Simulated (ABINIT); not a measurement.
**Beyond one shot: BAs (F-43m)**

Aim: iterate the self-energy on BAs (F-43m) and follow the gap from cycle to cycle.

Main program and level: ABINIT 10.8.3; LDA and many-body steps on it, plane waves.

**The experiments to reproduce.**

- Gap 1.82 eV: indirect gap from Tauc plot of optical absorption; UV-visible absorption, indirect Tauc plot; 300 K; bulk crystal (three thin as-grown single crystals with the same absorption edge) (“Photoluminescence mapping and time-domain thermo-photoluminescence for rapid imaging and measurement of thermal conductivity of boron arsenide”, 2019, arxiv:1910.07149).

- Gap 4.12 eV: direct gap from square of absorption coefficient, average of two samples; spectroscopic ellipsometry; 300 K; bulk crystal (CVT-grown opaque bulk crystals) (“Optical properties of cubic boron arsenide”, 2019, arxiv:1911.04914).

- Gap 2.02 eV: indirect gap from square root of absorption coefficient, average of three samples; transmission and reflection spectroscopy; 300 K; bulk crystal (CVT-grown platelets about 10 um thick) (“Optical properties of cubic boron arsenide”, 2019, arxiv:1911.04914).

## (1) Set-up

The structure is cubic, space group F-43m (No. 216). The conventional cell has a = 4.777 Å, b = 4.777 Å, c = 4.777 Å, α = 90.00°, β = 90.00°, γ = 90.00°. Nearest to B lie 4 As at 2.07 Å. Nearest to As lie 4 B at 2.07 Å. Farther neighbours are not listed.

The cell and positions come from the Crystallography Open Database and are kept as given unless a step says otherwise.

## (2) Empty states on the mesh, 4×4×4 mesh, 46 bands

This step: ABINIT 10.8.3; DFT, LDA, plane waves, norm-conserving pseudopotentials.

The sums over transitions need many empty states on a uniform mesh; this step solves for them.

Contents of run.abi:

```
acell 3*1.0 Angstrom
rprim 
  -0.000000000000 2.388500000000 2.388500000000
  2.388500000000 -0.000000000000 2.388500000000
  2.388500000000 2.388500000000 -0.000000000000
ntypat 2
znucl 5 33
natom 2
typat 1 2
xred 
  0.000000000000 0.000000000000 0.000000000000
  0.250000000000 0.250000000000 0.250000000000
pp_dirpath "pseudos"
pseudos "B.upf, As.upf"
ecut 34
ngkpt 4 4 4
nshiftk 1
shiftk 0 0 0
kptopt 1
chksymbreak 0
iscf -2
irdden 1
istwfk *1
nband 46
nbdbuf 4
tolwfr 1e-09
nstep 60
prtvol 0
indata_prefix "in"
outdata_prefix "out"
tmpdata_prefix "tmp"
```

Run with:

```console
OMP_NUM_THREADS=1 mpirun -n 4 abinit run.abi > log
```

Numbers of over 12 decimals in the logs are rounded to 6 here.

The log of the run:

```text
.Version 10.8.3 of ABINIT. v10.8.2 released Aug 2026.

 Symmetries : space group F-4 3 m (#216); Bravais cF (face-center cubic)
[... echo of the input left out ...]
== DATASET  1 ==================================================================
-   mpi_nproc: 4, omp_nthreads: 1 (-1 if OMP is not activated)

--- !DatasetInfo
iteration_state: {dtset: 1, }
dimensions: {natom: 2, nkpt: 8, mband: 46, nsppol: 1, nspinor: 1, nspden: 1, mpw: 1807, }
cutoff_energies: {ecut:  34.0, pawecutdg:  -1.0, }
[...]
1.59066    1.59066    1.62533    1.62533    1.62533    1.64722    1.64722    2.01431
   2.05885    2.05885    2.05885    2.23558    2.23558    2.23558    2.30225    2.33779
   2.33779    2.36246    2.36246    2.36246    2.36406    2.36406
 prteigrs : prtvol=0 or 1, do not print more k-points.

== END DATASET(S) ==============================================================
================================================================================

 -outvars: echo values of variables after computation  --------
            nband          46
             nkpt           8
          spgroup         216
 [... the other variables as echoed above ...]

 Calculation completed.
```

It took 5.8 s on 4 MPI ranks of Arm Neoverse V2, shared host; peak memory 0.25 GiB; 23 s of CPU time.

This step gave:

* gap: 1.352 eV
* k of the valence top: 0, 0, 0
* k of the conduction bottom: 0.5, 0.5, 0
* least direct gap: 3.265 eV
* k points computed: 8
* lowest point of the top converged band, above the valence top: 53.2464 eV

On this mesh the gap is 1.352 eV.

The density comes from a self-consistent run that is not shown.

## (3) Screening, 4×4×4 mesh, 42 bands, screening to 130.6 eV

The RPA dielectric matrix is built and inverted for each q.

This step: RPA screening on LDA, plane waves, norm-conserving pseudopotentials.

Edit run.abi of step 2 so:

```diff
@@ -20,10 +20,11 @@
 chksymbreak 0
-iscf -2
-irdden 1
 istwfk *1
-nband 46
-nbdbuf 4
-tolwfr 1e-09
-nstep 60
-prtvol 0
+occopt 1
+irdwfk 1
+optdriver 3
+nband 42
+ecuteps 4.8
+inclvkb 2
+awtr 1
+symchi 1
 indata_prefix "in"
```

The log of the run:

```text
.Version 10.8.3 of ABINIT. v10.8.2 released Aug 2026.

 Symmetries : space group F-4 3 m (#216); Bravais cF (face-center cubic)
[... echo of the input left out ...]
== DATASET  1 ==================================================================
-   mpi_nproc: 4, omp_nthreads: 1 (-1 if OMP is not activated)

--- !DatasetInfo
iteration_state: {dtset: 1, }
dimensions: {natom: 2, nkpt: 8, mband: 42, nsppol: 1, nspinor: 1, nspden: 1, mpw: 1807, }
cutoff_energies: {ecut:  34.0, pawecutdg:  -1.0, }
electrons: {nelect:   1.80000000E+01, charge:   0.00000000E+00, occopt:   1.00000000E+00, tsmear:   1.00000000E-02, }

 SCREENING: Calculation of the susceptibility and dielectric matrices

 Based on a program developped by R.W. Godby, V. Olevano, G. Onida, and L. Reining.
 Incorporated in ABINIT by V. Olevano, G.-M. Rignanese, and M. Torrent.
.Using double precision arithmetic ; gwpc =  8

[... cell and pseudopotentials left out ...]
--------------------------------------------------------------------------------

 ==== K-mesh for the wavefunctions ====
 Number of points in the irreducible wedge :     8
[... list of points left out ...]
 Together with 24 symmetry operations and time-reversal symmetry
 yields    64 points in the full Brillouin Zone.

 ==== Q-mesh for the screening function ====
 Number of points in the irreducible wedge :     8
[... list of points left out ...]
 Together with 24 symmetry operations and time-reversal symmetry
 yields    64 points in the full Brillouin Zone.

 setmesh: FFT mesh size selected  =    24x   24x   24
          total number of points  =        13824

 vcoul_init : cutoff-mode = AUXILIARY_FUNCTION
 q-points for optical limit:   1
     1)      0.000010    0.000020    0.000030

- screening: taking advantage of time-reversal symmetry
- Maximum band index for partially occupied states nbvw = 9
- Remaining bands to be divided among processors   nbcw = 33
- Number of bands treated by each node ~8

 Number of electrons calculated from density =   18.0000; Expected =   18.0000
 average of density, n =  0.097875
 r_s =    1.3461
 omega_plasma =   30.1780 [eV]

 calculating chi0 at frequencies [eV] :
  1    0.000000E+00    0.000000E+00
  2    0.000000E+00    3.017802E+01

--------------------------------------------------------------------------------
  q-point number  1        q = ( 0.000000, 0.000000, 0.000000) [r.l.u.]
--------------------------------------------------------------------------------
[... chi0 elements left out ...]
 For q-point:  0.000010 0.000020 0.000030
  dielectric constant =  14.1213
  dielectric constant without local fields =  15.4728

  Average fulfillment of the sum rule on Im[epsilon] for q-point    1 :     44.67  [%]
[... wings left out ...]
  q-point number  2        q = ( 0.250000, 0.000000, 0.000000) [r.l.u.]
--------------------------------------------------------------------------------
[... chi0 elements left out ...]
  Average fulfillment of the sum rule on Im[epsilon] for q-point    2 :     57.84  [%]

 [... 6 further q-points ...]
```

Wall time 4.7 s (4 MPI ranks); peak memory 0.4 GiB.

Numbers from this step:

| Quantity | Value |
| --- | --- |
| ε∞ with local fields, on this mesh, along the program's q direction | 14.12 |
| the same without local fields | 15.47 |
| plasma frequency | 30.18 eV |
| plane waves in the screening matrix | 89 |

Local fields lower ε∞ by 9 %. On a Γ-centred mesh this coarse the value itself is usually too large, while a short band sum pulls it down.

## (4) G0W0

The self-energy is evaluated for the states that the input lists, and the levels follow from it, in one-shot runs by the linearised quasiparticle equation.

This step: G0W0 on LDA, plane waves, norm-conserving pseudopotentials.

Edit run.abi of step 3 so:

```diff
@@ -23,8 +23,17 @@
 irdwfk 1
-optdriver 3
+optdriver 4
 nband 42
+gwcalctyp 0
+ecutsigx 34
+symsigma 1
+nkptgw 2
+kptgw 
+  0.0000000000 0.0000000000 0.0000000000
+  0.5000000000 0.5000000000 0.0000000000
+bdgw 
+  7 12
+  8 11
 ecuteps 4.8
-inclvkb 2
-awtr 1
-symchi 1
+irdscr 1
+ppmodel 1
 indata_prefix "in"
```

The log of the run:

```text
.Version 10.8.3 of ABINIT. v10.8.2 released Aug 2026.

 Symmetries : space group F-4 3 m (#216); Bravais cF (face-center cubic)
[... echo of the input left out ...]
== DATASET  1 ==================================================================
-   mpi_nproc: 4, omp_nthreads: 1 (-1 if OMP is not activated)

--- !DatasetInfo
iteration_state: {dtset: 1, }
dimensions: {natom: 2, nkpt: 8, mband: 42, nsppol: 1, nspinor: 1, nspden: 1, mpw: 1807, }
cutoff_energies: {ecut:  34.0, pawecutdg:  -1.0, }
electrons: {nelect:   1.80000000E+01, charge:   0.00000000E+00, occopt:   1.00000000E+00, tsmear:   1.00000000E-02, }

 SIGMA: Calculation of the GW corrections

 Based on a program developped by R.W. Godby, V. Olevano, G. Onida, and L. Reining.
 Incorporated in ABINIT by V. Olevano, G.-M. Rignanese, and M. Torrent.
.Using double precision arithmetic ; gwpc =  8

[... cell and pseudopotentials left out ...]
--------------------------------------------------------------------------------

 ==== K-mesh for the wavefunctions ====
 Number of points in the irreducible wedge :     8
[... list of points left out ...]
 Together with 24 symmetry operations and time-reversal symmetry
 yields    64 points in the full Brillouin Zone.

 ==== Q-mesh for screening function ====
 Number of points in the irreducible wedge :     8
[... list of points left out ...]
 Together with 24 symmetry operations and time-reversal symmetry
 yields    64 points in the full Brillouin Zone.

 vcoul_init : cutoff-mode = AUXILIARY_FUNCTION
 q-points for optical limit:   1
     1)      0.000010    0.000020    0.000030
 setmesh: FFT mesh size selected  =    36x   36x   36
          total number of points  =        46656

 Number of electrons calculated from density =   18.0000; Expected =   18.0000
 average of density, n =  0.097875
 r_s =    1.3461
 omega_plasma =   30.1780 [eV]

 === KS Band Gaps ===
  >>>> For spin  1
   Minimum direct gap =   3.2646 [eV], located at k-point      :   0.0000  0.0000  0.0000
   Fundamental gap    =   1.3515 [eV], Top of valence bands at :   0.0000  0.0000  0.0000
                                       Bottom of conduction at :   0.5000  0.5000  0.0000
 SIGMA fundamental parameters:
 PLASMON POLE MODEL  1
 number of plane-waves for SigmaX                 1807
 number of plane-waves for SigmaC and W             89
 number of plane-waves for wavefunctions          1807
 number of bands                                    42
 number of independent spin polarizations            1
 number of spinorial components                      1
 number of k-points in IBZ                           8
 number of q-points in IBZ                           8
 number of symmetry operations                      24
 number of k-points in BZ                           64
 number of q-points in BZ                           64
 number of frequencies for dSigma/dE                 9
 frequency step for dSigma/dE [eV]                0.25
 number of omega for Sigma on real axis              0
 max omega for Sigma on real axis  [eV]           0.00
 zcut for avoiding poles [eV]                     0.10

 EPSILON^-1 parameters (SCR file):
 dimension of the eps^-1 matrix on file             89
 dimension of the eps^-1 matrix used                89
 number of plane-waves for wavefunctions          1807
 number of bands                                    42
 number of q-points in IBZ                           8
 number of frequencies                               2
 number of real frequencies                          1
 number of imag frequencies                          1

 matrix elements of self-energy operator (all in [eV])

 Perturbative Calculation

--- !SelfEnergy_ee
iteration_state: {dtset: 1, }
kpoint     : [   0.000,    0.000,    0.000, ]
spin       : 1
KS_gap     :    3.265
QP_gap     :    4.098
Delta_QP_KS:    0.833
data: !SigmaeeData |
     Band     E0 <VxcDFT>   SigX SigC(E0)      Z dSigC/dE  Sig(E)    E-E0       E
        7   6.440 -13.886 -15.788   1.529   0.806  -0.241 -14.187  -0.302   6.139
        8   6.440 -13.886 -15.788   1.529   0.806  -0.241 -14.187  -0.302   6.139
        9   6.440 -13.886 -15.788   1.529   0.806  -0.241 -14.187  -0.302   6.139
       10   9.705 -12.825  -8.273  -3.896   0.809  -0.236 -12.294   0.531  10.236
       11   9.705 -12.825  -8.273  -3.896   0.809  -0.236 -12.294   0.531  10.236
       12   9.705 -12.825  -8.273  -3.896   0.809  -0.236 -12.294   0.531  10.236

--- !SelfEnergy_ee
iteration_state: {dtset: 1, }
kpoint     : [   0.500,    0.500,    0.000, ]
spin       : 1
KS_gap     :    5.421
QP_gap     :    6.662
Delta_QP_KS:    1.241
data: !SigmaeeData |
     Band     E0 <VxcDFT>   SigX SigC(E0)      Z dSigC/dE  Sig(E)    E-E0       E
        8   2.371 -12.908 -16.448   2.750   0.792  -0.263 -13.534  -0.626   1.746
        9   2.371 -12.908 -16.448   2.750   0.792  -0.263 -13.534  -0.626   1.746
       10   7.792 -11.361  -6.620  -3.990   0.820  -0.220 -10.745   0.615   8.407
       11   7.889 -11.104  -6.492  -3.960   0.817  -0.224 -10.571   0.532   8.422

== END DATASET(S) ==============================================================
================================================================================

 -outvars: echo values of variables after computation  --------
           etotal      0.0000000000E+00
            nband          42
             nkpt           8
          spgroup         216
 [... the other variables as echoed above ...]

 Calculation completed.
```

Run time: 2.5 s. Hardware: 4 MPI ranks; peak memory 0.12 GiB; 9.6 s of CPU time.

Numbers from this step:

| Item | Value |
| --- | --- |
| G0W0 gap on the points computed | 2.268 eV |
| starting gap on the mesh | 1.352 eV |
| k of the valence top | 0, 0, 0 |
| k of the conduction bottom | 0.5, 0.5, 0 |
| Z at the valence top | 0.806 |
| Z at the conduction bottom | 0.82 |
| least direct G0W0 gap on the computed points | 4.097 eV |

The gap on the mesh goes from 1.35 eV to 2.27 eV, a correction of +0.92 eV.

## (5) evGW0, cycle 1

This step: evGW0 on LDA, plane waves, norm-conserving pseudopotentials.

Edit run.abi of step 4 so:

```diff
@@ -25,12 +25,24 @@
 nband 42
-gwcalctyp 0
+gwcalctyp 10
 ecutsigx 34
 symsigma 1
-nkptgw 2
+nkptgw 8
 kptgw 
   0.0000000000 0.0000000000 0.0000000000
+  0.2500000000 0.0000000000 0.0000000000
+  0.5000000000 0.0000000000 0.0000000000
+  0.2500000000 0.2500000000 0.0000000000
+  0.5000000000 0.2500000000 0.0000000000
+  -0.2500000000 0.2500000000 0.0000000000
   0.5000000000 0.5000000000 0.0000000000
+  -0.2500000000 0.5000000000 0.2500000000
 bdgw 
-  7 12
-  8 11
+  1 13
+  1 13
+  1 13
+  1 13
+  1 13
+  1 13
+  1 13
+  1 13
 ecuteps 4.8
```

The log of the run:

```text
.Version 10.8.3 of ABINIT. v10.8.2 released Aug 2026.

 Symmetries : space group F-4 3 m (#216); Bravais cF (face-center cubic)
[... echo of the input left out ...]
== DATASET  1 ==================================================================
-   mpi_nproc: 4, omp_nthreads: 1 (-1 if OMP is not activated)

--- !DatasetInfo
iteration_state: {dtset: 1, }
dimensions: {natom: 2, nkpt: 8, mband: 42, nsppol: 1, nspinor: 1, nspden: 1, mpw: 1807, }
cutoff_energies: {ecut:  34.0, pawecutdg:  -1.0, }
electrons: {nelect:   1.80000000E+01, charge:   0.00000000E+00, occopt:   1.00000000E+00, tsmear:   1.00000000E-02, }

 SIGMA: Calculation of the GW corrections

 Based on a program developped by R.W. Godby, V. Olevano, G. Onida, and L. Reining.
 Incorporated in ABINIT by V. Olevano, G.-M. Rignanese, and M. Torrent.
.Using double precision arithmetic ; gwpc =  8

[... cell and pseudopotentials left out ...]
--------------------------------------------------------------------------------

 ==== K-mesh for the wavefunctions ====
 Number of points in the irreducible wedge :     8
[... list of points left out ...]
 Together with 24 symmetry operations and time-reversal symmetry
 yields    64 points in the full Brillouin Zone.

 ==== Q-mesh for screening function ====
 Number of points in the irreducible wedge :     8
[... list of points left out ...]
 Together with 24 symmetry operations and time-reversal symmetry
 yields    64 points in the full Brillouin Zone.

 vcoul_init : cutoff-mode = AUXILIARY_FUNCTION
 q-points for optical limit:   1
     1)      0.000010    0.000020    0.000030
 setmesh: FFT mesh size selected  =    36x   36x   36
          total number of points  =        46656

 Number of electrons calculated from density =   18.0000; Expected =   18.0000
[...]
QP_gap     :    6.662
Delta_QP_KS:    1.241
data: !SigmaeeData |
     Band     E_DFT   <VxcDFT>   E(N-1)  <Hhartree>   SigX  SigC[E(N-1)]    Z     dSigC/dE  Sig[E(N)]  DeltaE  E(N)_pert E(N)_diago
[...]
--- !SelfEnergy_ee
iteration_state: {dtset: 1, }
kpoint     : [  -0.250,    0.500,    0.250, ]
spin       : 1
KS_gap     :   10.421
QP_gap     :   11.771
Delta_QP_KS:    1.350
data: !SigmaeeData |
     Band     E_DFT   <VxcDFT>   E(N-1)  <Hhartree>   SigX  SigC[E(N-1)]    Z     dSigC/dE  Sig[E(N)]  DeltaE  E(N)_pert E(N)_diago
[...]
12    13.165   -11.712    13.165    24.877    -6.550    -4.541     0.814    -0.229   -11.207     0.505    13.670    13.785
       13    13.505   -13.042    13.505    26.547    -7.157    -5.131     0.783    -0.278   -12.452     0.590    14.095    14.260

 New Fermi energy :        2.684045E-01 Ha ,    7.303658E+00 eV
 New Exchange energy :    -9.348958E+00 Ha ,   -2.543981E+02 eV

 === QP Band Gaps ===
  >>>> For spin  1
   Minimum direct gap =   4.2957 [eV], located at k-point      :   0.0000  0.0000  0.0000
   Fundamental gap    =   2.4750 [eV], Top of valence bands at :   0.0000  0.0000  0.0000
                                       Bottom of conduction at :   0.5000  0.5000  0.0000

 writing QP data on file : out_QPS

 Convergence of QP corrections
 >>>>> For spin  1 <<<<<
.  kptgw no:  1; Maximum DeltaE = (   1.938   0.340) for band index:  1
.  kptgw no:  2; Maximum DeltaE = (   2.028   0.480) for band index:  5
.  kptgw no:  3; Maximum DeltaE = (   1.931   0.083) for band index:  4
[...]
.  kptgw no:  7; Maximum DeltaE = (   2.011   0.241) for band index:  3
.  kptgw no:  8; Maximum DeltaE = (   2.042   0.204) for band index:  4

== END DATASET(S) ==============================================================
================================================================================

 -outvars: echo values of variables after computation  --------
           etotal      0.0000000000E+00
            nband          42
             nkpt           8
          spgroup         216
 [... the other variables as echoed above ...]

 Calculation completed.
```

Run time: 14 s. Hardware: 4 MPI ranks; peak memory 0.68 GiB; 56 s of CPU time.

This step gave:

- quasiparticle gap on the mesh: 2.475 eV
- gap of the density functional on the mesh: 1.352 eV
- k of the valence top: 0, 0, 0
- k of the conduction bottom: 0.5, 0.5, 0
- Z at the valence top: 0.806
- Z at the conduction bottom: 0.82
- least direct quasiparticle gap on the computed points: 4.296 eV

Against G0W0 in ABINIT (4×4×4 mesh, 42 bands, screening to 130.6 eV, Godby-Needs plasmon pole), the gap moves by +0.207 eV. This first cycle still uses the starting levels; it takes the full correction, at all points of the mesh, and its linearised value is 2.268 eV.

## (6) evGW0, cycle 2

The corrected levels of the last cycle go back in.

Edit run.abi of step 5 so:

```diff
@@ -50,2 +50,3 @@
 ppmodel 1
+irdqps 1
 indata_prefix "in"
```

The log of the run:

```text
.Version 10.8.3 of ABINIT. v10.8.2 released Aug 2026.

 Symmetries : space group F-4 3 m (#216); Bravais cF (face-center cubic)
[... echo of the input left out ...]
== DATASET  1 ==================================================================
-   mpi_nproc: 4, omp_nthreads: 1 (-1 if OMP is not activated)

--- !DatasetInfo
iteration_state: {dtset: 1, }
dimensions: {natom: 2, nkpt: 8, mband: 42, nsppol: 1, nspinor: 1, nspden: 1, mpw: 1807, }
cutoff_energies: {ecut:  34.0, pawecutdg:  -1.0, }
[...]
.  kptgw no:  3; Maximum DeltaE = (   0.642  -0.008) for band index:  1
[...]
.  kptgw no:  7; Maximum DeltaE = (   0.427   0.085) for band index:  2
.  kptgw no:  8; Maximum DeltaE = (   0.359   0.199) for band index:  2

== END DATASET(S) ==============================================================
================================================================================

 -outvars: echo values of variables after computation  --------
           etotal      0.0000000000E+00
            nband          42
             nkpt           8
          spgroup         216
 [... the other variables as echoed above ...]

 Calculation completed.
```

Wall time 14 s (4 MPI ranks); peak memory 0.68 GiB.

This step gave:

```yaml
quasiparticle_gap_on_the_mesh: 2.369 eV
gap_of_the_density_functional_on_the_mesh: 1.352 eV
k_of_the_valence_top: 0, 0, 0
k_of_the_conduction_bottom: 0.5, 0.5, 0
least_direct_quasiparticle_gap_on_the_computed_points: 4.198 eV
```

Against the cycle before, the gap moves by −0.106 eV.

(Part 1 of 3 ends here.)

[Paths, hosts, dates, memory and timing lines, banners, echoed tables and standing remarks are left out of the program output.]

[Logs are printed without paths, hosts, clocks, repeated set-up lines and the standing remarks that a program may print on its own settings, such as how far it seeks lower states.]

[Runs of the session that timed out or met a known fault of the program may be left out.]

[Hosts, paths, dates, database ids (printed as entryN), source tags and the programs' standing remarks are cut or masked in the printed files.]

[G0W0 gaps are taken among the corrected bands and points alone; a level outside them can change the order at an edge.]

[Where Ansatz stands beside ABINIT at settings called matched, ABINIT's density can come from a denser mesh and the files from another edition; pairs whose starting gaps differed by over 0.03 eV were left out, so agreement reads better than it is.]
